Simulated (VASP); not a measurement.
Write the native input for VASP 6.6.1 that does the following.

```yaml
Task: single point
Functional: RPBE
Potentials_or_basis: VASP PAW PBE potentials, release 64 (Cu)
Cutoff: 400 eV
k_mesh: 6 × 6 × 1
Occupations: methfessel-paxton, width 0.1 eV
Spin: no spin polarisation
Further_INCAR_settings: LREAL = Auto; ALGO = Fast; EDIFF = 1e-06; ISYM = 0
```

The structure of Cu lies in POSCAR:

```
Cu                                      
1.0
    5.1053109602      0.0000000000      0.0000000000
    2.5526554801      4.4213289857      0.0000000000
    0.0000000000      0.0000000000     22.7527034153
  Cu            
    16
Selective dynamics
Direct
     0.0000000000000000    0.0000000000000000    0.1098770529999982   F   F   F
     0.5000000000000000    0.0000000000000000    0.1098770529999982   F   F   F
     0.0000000000000000    0.5000000000000000    0.1098770529999982   F   F   F
     0.5000000000000000    0.5000000000000000    0.1098770529999982   F   F   F
     0.1666666667000030    0.1666666667000030    0.2014808696999992   F   F   F
     0.6666666667000030    0.1666666667000030    0.2014808696999992   F   F   F
     0.1666666667000030    0.6666666667000030    0.2014808696999992   F   F   F
     0.6666666667000030    0.6666666667000030    0.2014808696999992   F   F   F
     0.8333330540038997    0.3333332149052282    0.2904826389490155   T   T   T
     0.3333332377057761    0.3333330782977839    0.2904826247756413   T   T   T
     0.8333329004374662    0.8333331837950405    0.2904826374015232   T   T   T
     0.3333332695599081    0.8333331057942794    0.2904826409390371   T   T   T
     0.0000001320348110    0.0000000895856895    0.3801826412053663   T   T   T
     0.5000001780034286    0.0000001545059038    0.3801826083221543   T   T   T
     0.0000001864983253    0.5000001959257272    0.3801825707021380   T   T   T
     0.5000001542146477    0.5000001379418556    0.3801826133281608   T   T   T
```

The cell was built by a generator and needn't be a form met in nature.

These files were run (other wordings do the same):

INCAR

```
SYSTEM = Cu
PREC = Accurate ; ENCUT = 400
EDIFF = 1E-6 ; ISMEAR = 1
SIGMA = 0.1 ; LREAL = Auto
LASPH = .True. ; NELM = 100
ALGO = Fast ; ISIF = 2
LWAVE = .False. ; LCHARG = .False.
GGA = RP ; ISYM = 0
KPAR = 4
```

KPOINTS

```
regular mesh
0
Gamma
  6 6 1
  0 0 0
```

Potentials or basis: VASP PAW PBE potentials, release 64 (Cu).

Command:

```console
$ cat potpaw_PBE.64/Cu/POTCAR > POTCAR
$ mpirun -np 4 vasp_std > vasp.out
```

Results of the run:

```json
{
 "Largest force": "0.349 eV/Å",
 "Band gap on the k mesh": "none (metal or under the smearing width)"
}
```

Caveat: the PAW data sets were made with another functional, which shifts forces and pressure a little.

Wall time 4.5 min on 4 MPI ranks on Intel(R) Xeon(R) 6975P-C (Granite Rapids), with other jobs on the host, peak memory 0.74 GiB a rank.
